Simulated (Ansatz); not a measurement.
**Energy ranking of Be₃Se₂ structures**

Level of theory: Ansatz 0.2.0, DFT PBE, scalar-relativistic, plane waves, PAW. All cells share a 420 eV cutoff and Γ-centred k meshes spaced at most 0.3 Å⁻¹ (0.19 for metals, 2π included).

Temperature and zero-point effects are left out. Larger cells and other orderings weren't all tried, so the list isn't exhaustive. The k mesh leaves about 4 meV/atom of noise in metals. No dispersion correction is applied, so the spacing between layers, chains or molecules is poorly fixed, and with it the volume and density (Be3Se2 R-3c). No run is spin-polarised.

| # | started from | space group | atoms | V (Å³/atom) | ΔE (meV/atom) | gap on mesh (eV) |
| --- | --- | --- | --- | --- | --- | --- |
| 1 | corundum type, changed | R-3c (No. 167) | 10 | 23.9 | 0 | 1.50 |
| 2 | tetradymite type | R-3m (No. 166) | 5 | 14.4 | 323 | 0.00 |

The lowest structure: Space group R-3c (No. 167), trigonal, a = 4.580 Å, c = 39.447 Å. Around Be lie 2 Be at 2.15 Å and 2 Se at 2.18 Å; around Se lie 3 Be at 2.18 Å. Its energy against the elements is -0.237 eV/atom. Energies over the elements count from the lowest elemental structures computed at the same level, with no empirical corrections.

```cif
data_structure
_symmetry_space_group_name_H-M 'R-3c:H'
_symmetry_Int_Tables_number 167
_cell_length_a 4.5804
_cell_length_b 4.5804
_cell_length_c 39.4465
_cell_angle_alpha 90.000
_cell_angle_beta 90.000
_cell_angle_gamma 120.000
_cell_volume 716.71
loop_
_atom_site_label
_atom_site_type_symbol
_atom_site_symmetry_multiplicity
_atom_site_Wyckoff_symbol
_atom_site_fract_x
_atom_site_fract_y
_atom_site_fract_z
_atom_site_occupancy
Be1 Be 18 e 0.93797 0.33333 0.08333 1
Se1 Se 12 c 0.66667 0.33333 0.21497 1
```

The second: Space group R-3m (No. 166), trigonal, a = 3.411 Å, c = 21.395 Å. Be on Wyckoff site a (1 atom of the primitive cell) is coordinated by 6 Se at 2.45 Å; Be on Wyckoff site c (2 atoms of the primitive cell) is coordinated by 3 Se at 2.34 Å and 3 Be at 2.58 Å; Se is coordinated by 6 Be at 2.34–2.45 Å.